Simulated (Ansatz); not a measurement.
Crystal: CuAu.

```
CELL_PARAMETERS angstrom
1.44306 0.83315 4.25617
-1.44306 0.83315 4.25617
0.00000 -1.66630 4.25617
ATOMIC_POSITIONS crystal
Au 0.00000 0.00000 0.00000
Cu 0.50000 0.50000 0.50000
```

The cell comes from a database or a generator and needn't be the stable form of this composition.

```yaml
Program: Ansatz 0.2.0
Task: relaxation of cell and atoms
Functional: LDA
Potentials_or_basis: Ansatz PAW
Cutoff: "420 eV (not typed: the program's choice for these potentials)"
k_mesh: 11 × 11 × 11
Occupations: fermi-dirac, width 0.05 eV
Spin: no spin polarisation
```

At the start: volume 15.35 Å³/atom.

**Question.** Where does the relaxation end?

**Answer.** It ends after 7 steps and the volume is 14.05 Å³/atom (-8.5 %); space group R-3m (No. 166, to 0.05 Å).

The path:
| step | energy change (eV) | largest force (eV/Å) | volume (Å³) |
| --- | --- | --- | --- |
| 1 | 0.0000 | 0.0000 | 30.70 |
| 2 | -0.0963 | 0.0000 | 27.09 |
| 3 | -0.1170 | 0.0000 | 28.31 |
| 4 | -0.1187 | 0.0000 | 28.10 |
| 5 | -0.1193 | 0.0000 | 28.10 |
| 6 | -0.1193 | 0.0000 | 28.10 |
| 7 | -0.1182 | 0.0000 | 28.10 |

Final structure:
```yaml
crystal:
  lattice:
    - [1.38592, 0.80016, 4.22301]
    - [-1.38592, 0.80016, 4.22301]
    - [0.00000, -1.60033, 4.22301]
  atoms:
    - { symbol: Au, position: [0.00000, 0.00000, 0.00000] }
    - { symbol: Cu, position: [0.50000, 0.50000, 0.50000] }
```

Caveat: the plane-wave basis is chosen anew once the cell has moved, so the energies of steps on either side of that aren't comparable; the PAW data sets come from PBE, with cores solved anew for the run's functional, which leaves a small shift of forces and pressure.
